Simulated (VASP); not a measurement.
# From VASP inputs to Ansatz: ZnSe (strained zincblende)

INCAR

```
NSW = 0
METAGGA = R2SCAN
IBRION = -1
PREC = Accurate
LREAL = .FALSE.
LCHARG = .FALSE.
ISMEAR = 0
LWAVE = .FALSE.
ALGO = Normal
ISIF = 2
ENCUT = 520
LASPH = .TRUE.
NELM = 120
EDIFF = 1E-7
SIGMA = 0.01
NBANDS = 16
```

KPOINTS

```
KPOINTS created by Atomic Simulation Environment
0
Gamma
8 8 8
0 0 0
```

KPOINTS_OPT

```
special points
6
Reciprocal
0.0000000000 0.0000000000 0.0000000000 1
-0.5000000000 -0.5000000000 0.0000000000 1
-0.3750000000 -0.3750000000 0.2500000000 1
-0.3750000000 0.0000000000 0.3750000000 1
0.0000000000 0.0000000000 0.5000000000 1
-0.5000000000 -0.2500000000 0.2500000000 1
```

POSCAR

```
Zn Se
 1.0000000000000000
     0.0000000000000000    2.8040964774999999    2.8658848607000000
     2.8040964774999999    0.0000000000000000    2.8658848607000000
     2.8040964774999999    2.8040964774999999    0.0000000000000000
 Zn  Se
   1   1
Cartesian
  0.0000000000000000  0.0000000000000000  0.0000000000000000
  1.4020482387500000  1.4020482387500000  1.4329424303500000
```

VASP ran with the recommended PBE PAW datasets (18 valence electrons in the cell).

Question: Write an Ansatz input for this cell and level of theory.

Answer: 

```yaml
crystal:
  lattice:
    - [0.0, 2.8040964775, 2.8658848607]
    - [2.8040964775, 0.0, 2.8658848607]
    - [2.8040964775, 2.8040964775, 0.0]
  atoms:
    - { symbol: Zn, position: [0.0, 0.0, 0.0] }
    - { symbol: Se, position: [0.25, 0.25, 0.25] }
kpoints:
  mp_grid: { grid: [8, 8, 8] }
  band_path:
    path:
      - [0.0, 0.0, 0.0]
      - [-0.5, -0.5, 0.0]
      - [-0.375, -0.375, 0.25]
      - [-0.375, 0.0, 0.375]
      - [0.0, 0.0, 0.5]
      - [-0.5, -0.25, 0.25]
    npoints: 1
hamiltonian:
  xc: r2scan
scf:
  occupations: { method: fixed }
  n_extra_bands: 4
output:
  forces: true
  stress: true
  eigenvalues: true
```

Other inputs would serve too.

```json
{"": "gap between bands v and c", "VASP": "1.88 eV", "Ansatz": "1.87 eV"}
{"": "least direct gap", "VASP": "1.88 eV", "Ansatz": "1.87 eV"}
{"": "pressure", "VASP": "0.7 GPa", "Ansatz": "0.6 GPa"}
```

Each program uses its own PAW datasets. VASP's cell holds 18 valence electrons and Ansatz's 28. Ansatz's stress includes a Pulay correction; VASP's doesn't.
